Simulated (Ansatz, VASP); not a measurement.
# Cl: VASP beside Ansatz

The input INCAR:

```
SYSTEM = Cl
PREC     = Accurate       ! precision mode
ENCUT    = 520            ! plane-wave cutoff, eV
EDIFF    = 1E-7           ! SCF threshold, eV
ISMEAR   = -1             ! smearing method
SIGMA    = 0.1            ! smearing width, eV
LREAL    = .FALSE.        ! projectors in reciprocal space
LASPH    = .TRUE.         ! aspherical terms in the spheres
NELM     = 100            ! most SCF steps
ALGO     = Normal         ! electronic algorithm
ISIF     = 2              ! what is computed and relaxed
LWAVE    = .FALSE.        ! write WAVECAR
LCHARG   = .FALSE.        ! write CHGCAR
GGA      = PE             ! functional
NBANDS   = 10             ! bands
```

KPOINTS

```
regular mesh
0
G
  17 17 17
  0 0 0
```

File POSCAR:

```
Cl
1.0
   -1.6286663500      1.6286663500      1.6286663500
    1.6286663500     -1.6286663500      1.6286663500
    1.6286663500      1.6286663500     -1.6286663500
Cl
1
Direct
    0.0000000000      0.0000000000      0.0000000000
```

Input for Ansatz:

```yaml
crystal:
  lattice:
    - [-1.62866635, 1.62866635, 1.62866635]
    - [1.62866635, -1.62866635, 1.62866635]
    - [1.62866635, 1.62866635, -1.62866635]
  atoms:
    - { symbol: Cl, position: [0.0, 0.0, 0.0] }
kpoints:
  mp_grid: { grid: [17, 17, 17] }
scf:
  occupations: { method: fermi_dirac, width: 0.1 }
hamiltonian:
  xc: pbe
  pseudopotentials: { kind: all_electron, lapw: { basis_error: 0.001 } }
output:
  forces: true
  stress: true
  eigenvalues: true
  populations: true
```

Change from the starting cell: volume scaled by 0.8, LAPW.

Alike in both runs: task single point; functional PBE; k mesh 17 × 17 × 17; occupations fermi-dirac, width 0.1 eV; no spin polarisation.

|  | VASP | Ansatz |
| --- | --- | --- |
| version | VASP 6.6.1 | Ansatz 0.2.0 |
| potentials or method | VASP PAW PBE potentials, release 64 (Cl) | all-electron LAPW, scalar-relativistic |
| plane-wave cutoff (eV) | 520 | see its input |

```tsv
	VASP	Ansatz	Ansatz less VASP
pressure (GPa)	11.9	12.1	+0.19
```

Ansatz ran all-electron here, so the differences hold the error of VASP's frozen core and of both bases.

Caveats: an odd number of electrons without spin polarisation forces a metal; a magnetic or distorted state may lie lower.
